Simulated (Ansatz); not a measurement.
Ba: from a first guess to the relaxed sc type

First guess:

```yaml
crystal:
  lattice:
    - [3.21951, 0.00000, 0.00000]
    - [0.00000, 3.21951, 0.00000]
    - [0.00000, 0.00000, 3.21951]
  atoms:
    - { symbol: Ba, position: [0.00000, 0.00000, 0.00000] }
```

Theory: Ansatz 0.2.0, DFT, PBE, PAW with Ansatz's default frozen-core files, scalar-relativistic.

Cell and atoms relax within the symmetry of the start on a 13×13×13 k mesh with 0.05 eV Fermi–Dirac smearing.

The start is built from a prototype, known or not as a phase of this compound; the cutoff is 420 eV.

No spin–orbit coupling, which matters for the heavy atoms here.

Task: What is the pressure of the first guess?

Result: 11.16 GPa.

Task: What does it relax to?

Result: a = 3.950 Å, b = 3.950 Å, c = 3.950 Å, α = 90.00°, β = 90.00°, γ = 90.00° (conventional cell), 61.64 Å³ per atom:
```cif
data_structure
_symmetry_space_group_name_H-M 'Pm-3m'
_symmetry_Int_Tables_number 221
_cell_length_a 3.9502
_cell_length_b 3.9502
_cell_length_c 3.9502
_cell_angle_alpha 90.000
_cell_angle_beta 90.000
_cell_angle_gamma 90.000
_cell_volume 61.64
loop_
_atom_site_label
_atom_site_type_symbol
_atom_site_symmetry_multiplicity
_atom_site_Wyckoff_symbol
_atom_site_fract_x
_atom_site_fract_y
_atom_site_fract_z
_atom_site_occupancy
Ba1 Ba 1 a 0.00000 0.00000 0.00000 1
```

Task: How much energy does the relaxation release?

Result: 658 meV/atom.
